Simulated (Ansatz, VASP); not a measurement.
## Two plane-wave programs on Au

Contents of INCAR:

```
SYSTEM = Au
PREC = Accurate ; ENCUT = 520
EDIFF = 1E-6 ; ISMEAR = 1
SIGMA = 1.0 ; LREAL = .False.
LASPH = .True. ; NELM = 60
ALGO = Normal ; ISIF = 2
LWAVE = .False. ; LCHARG = .False.
GGA = PE ; NBANDS = 12
```

The input KPOINTS:

```
Automatic mesh
0
Gamma
  13 13 13
  0 0 0
```

Contents of POSCAR:

```
Au
1.0
    0.0000000000      2.0782552709      2.0782552709
    2.0782552709      0.0000000000      2.0782552709
    2.0782552709      2.0782552709      0.0000000000
Au
1
Direct
    0.0000000000      0.0000000000      0.0000000000
```

Input for Ansatz:

```yaml
crystal:
  lattice:
    - [0.0, 2.0782552709, 2.0782552709]
    - [2.0782552709, 0.0, 2.0782552709]
    - [2.0782552709, 2.0782552709, 0.0]
  atoms:
    - { symbol: Au, position: [0.0, 0.0, 0.0] }
hamiltonian:
  xc: pbe
  pseudopotentials:
    kind: paw
    azcp:
      Au: "pseudopotentials/Au.paw.azcp"
basis:
  ecutwfc: 420
  fft_grid_basis: typed
kpoints:
  mp_grid: { grid: [13, 13, 13], shift: [0, 0, 0] }
magnetization:
  spin_polarized: false
scf:
  occupations: { method: methfessel_paxton, width: 1.0 }
  lower_state_search: "off"
output:
  stress: true
```

Alike in both runs: task single point; functional PBE; k mesh 13 × 13 × 13; occupations methfessel-paxton of order 1, width 1 eV; no spin polarisation.

|  | VASP | Ansatz |
| --- | --- | --- |
| version | VASP 6.6.1 | Ansatz 0.2.0 |
| potentials or method | VASP PAW PBE potentials, release 64 (Au) | plane waves (420 eV) with PAW, scalar-relativistic |
| plane-wave cutoff (eV) | 520 | 420 |
| valence electrons in the cell | 11 | 19 |

|  | VASP | Ansatz | Ansatz less VASP |
| --- | --- | --- | --- |
| pressure (GPa) | -0.2 | 0.0 | +0.23 |

The functional is the same, so the differences come from potentials, cutoffs and numerics. The two sets of potentials don't hold the same shells in valence.

Spin-orbit coupling is left out, which matters for the levels of Au.
